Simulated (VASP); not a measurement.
Wanted: the native input for a VASP 6.6.1 run.

* Task: relaxation of cell and atoms
* Functional: PBE
* Potentials or basis: VASP PAW PBE potentials, release 64 (K_sv, F)
* Cutoff: 900 eV
* k mesh: 8 × 8 × 8
* Occupations: fermi-dirac, width 0.05 eV
* Spin: no spin polarisation
* Further INCAR settings: ALGO = Normal; EDIFF = 1e-07; IBRION = 2; EDIFFG = -0.02; NSW = 60; ISIF = 3

The structure of KF lies in POSCAR:

```
KF
1.0
    0.0000000000      2.9763500000      2.9763500000
    2.9763500000      0.0000000000      2.9763500000
    2.9763500000      2.9763500000      0.0000000000
K F
1 1
Direct
    0.7500000000      0.7500000000      0.7500000000
    0.5000000000      0.5000000000      0.5000000000
```

The cell was built by a generator and needn't be a form met in nature.

These files were run (other wordings do the same):

INCAR

```
SYSTEM = KF
ALGO = Normal
EDIFF = 1E-7
EDIFFG = -0.02
ENCUT = 900
GGA = PE
IBRION = 2
ISIF = 3
ISMEAR = -1
LASPH = .TRUE.
LCHARG = .FALSE.
LREAL = .FALSE.
LWAVE = .FALSE.
NELM = 80
NSW = 60
PREC = Accurate
SIGMA = 0.05
```

KPOINTS

```
k-points
0
G
  8 8 8
  0 0 0
```

Potentials or basis: VASP PAW PBE potentials, release 64 (K_sv, F).

Launch:

```sh
$ cat potpaw_PBE.64/K_sv/POTCAR potpaw_PBE.64/F/POTCAR > POTCAR
$ mpirun -np 1 vasp_std > vasp.out
```

It gave:

* Pressure after relaxing: 0.1 GPa
* Band gap on the k mesh: 5.05 eV, indirect (least direct gap 5.23 eV)

Caveat: the relaxation stopped at its first step, so nothing moved.

Wall time 56 s on 1 thread of Intel(R) Xeon(R) Platinum 8259CL CPU @ 2.50GHz (Skylake/Cascade Lake), on a shared host, peak memory 0.27 GiB.
